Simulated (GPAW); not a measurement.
Wanted: an ASE script for a GPAW 26.7.0 run.

- Task: optical spectrum
- Functional: PBE
- Potentials or basis: GPAW PAW data sets (gpaw-data 1.2.1)
- Cutoff: 400 eV
- Basis: pw
- k mesh: 9 × 9 × 9
- Occupations: fermi-dirac, width 0.05 eV
- Spin: no spin polarisation
- Eta: 0.1 eV
- Response ecut: 50 eV
- Scissors: 0 eV
- Kernel: RPA
- Maxiter: 150
- Response k mesh: 29 × 29 × 29
- Domega0: 0.05 eV
- Omega2: 10 eV
- Response bands: 16
- Directions: ["x"]
- Intraband: yes

The structure of Ti lies in Ti.xyz:

```xyz
1
Lattice="-1.6299862453 1.6299862453 1.6299862453 1.6299862453 -1.6299862453 1.6299862453 1.6299862453 1.6299862453 -1.6299862453" Properties=species:S:1:pos:R:3 pbc="T T T"
Ti     0.0000000000      0.0000000000      0.0000000000
```

This isn't the form of Ti at room conditions, which is hcp.

One way to write it, as run:

run.py

```python
from ase.dft.bandgap import bandgap
from ase.io import read, write
from gpaw import GPAW, PW
from gpaw.response.df import DielectricFunction

atoms = read('Ti.xyz')

calc = GPAW(mode=PW(400),
            xc='PBE',
            kpts={'size': (9, 9, 9), 'gamma': True},
            occupations={'name': 'fermi-dirac', 'width': 0.05},
            nbands=14,
            convergence={'density': 1e-06},
            maxiter=150,
            txt='gpaw.txt')
atoms.calc = calc
energy = atoms.get_potential_energy()
calc.write('gs.gpw')
write('result.traj', atoms)
print(f'Energy: {energy:.6f} eV')
print('Fermi level:', round(calc.get_fermi_level(), 4), 'eV')
print(f'Gap: {bandgap(calc)[0]:.4f} eV, direct: {bandgap(calc, direct=True)[0]:.4f} eV')

dense = calc.fixed_density(kpts={'size': (29, 29, 29), 'gamma': True},
                           nbands=22, convergence={'bands': 16, 'eigenstates': 1e-7},
                           update_fermi_level=True, txt='dense.txt')
dense.write('dense.gpw', mode='all')

df = DielectricFunction('dense.gpw', frequencies={'type': 'nonlinear', 'domega0': 0.05, 'omega2': 10},
                        eta=0.1, ecut=50, nbands=16, rate='eta', txt='df.txt')
for direction in ['x']:
    df.get_dielectric_function(xc='RPA', direction=direction, filename=f'df_{direction}.csv')
```

Potentials or basis: GPAW PAW data sets (gpaw-data 1.2.1), pw.

Command:

```bash
$ OMP_NUM_THREADS=1 python run.py
```

It gave:

| Item | Value |
| --- | --- |
| Band gap on the k mesh | none (metal or under the smearing width) |

Caveat: the intraband term hangs on this k mesh; the long-wavelength limit can be off by several per cent where d states take part; independent-particle spectra lack excitons.

It took 80 s on 1 thread of Arm Neoverse V1, with other jobs on the host, peak memory 0.36 GiB.
